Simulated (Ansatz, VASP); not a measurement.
# Cd: VASP beside Ansatz

```
Cd
1.0
     0.00000    2.25142    2.15161
     2.25142    0.00000    2.15161
     2.25142    2.25142    0.00000
Cd
1
Direct
  0.00000 0.00000 0.00000
```

Change from the starting cell: strain +0.015 along x and y, -0.030 along z, atoms carried along.

Alike in both runs: task single point; functional PBEsol; k mesh 18 × 18 × 18; occupations gaussian, width 0.15 eV; no spin polarisation.

|  | VASP | Ansatz |
| --- | --- | --- |
| version | VASP 6.6.1 | Ansatz 0.2.0 |
| potentials or method | VASP PAW PBE potentials, release 64 (Cd) | scalar-relativistic, plane waves, PAW |
| plane-wave cutoff (eV) | 520 | 420 |
| valence electrons in the cell | 12 | 20 |

Ansatz gave:

| Property | Result |
| --- | --- |
| gap on the k mesh at the Fermi level (eV) | none |
| pressure (GPa) | -2.1 |
| largest component of the traceless stress (GPa) | 0.77 |

Q: What did VASP give for the same quantities?

A: gap on the k mesh at the Fermi level (eV): none; pressure (GPa): -1.7; largest component of the traceless stress (GPa): 0.78.

A gap of «none» marks a metal or a gap that the smearing closes. The two sets of potentials don't hold the same shells in valence.

Caveats: the PAW data sets were made with another functional, which shifts forces and pressure a little (VASP).
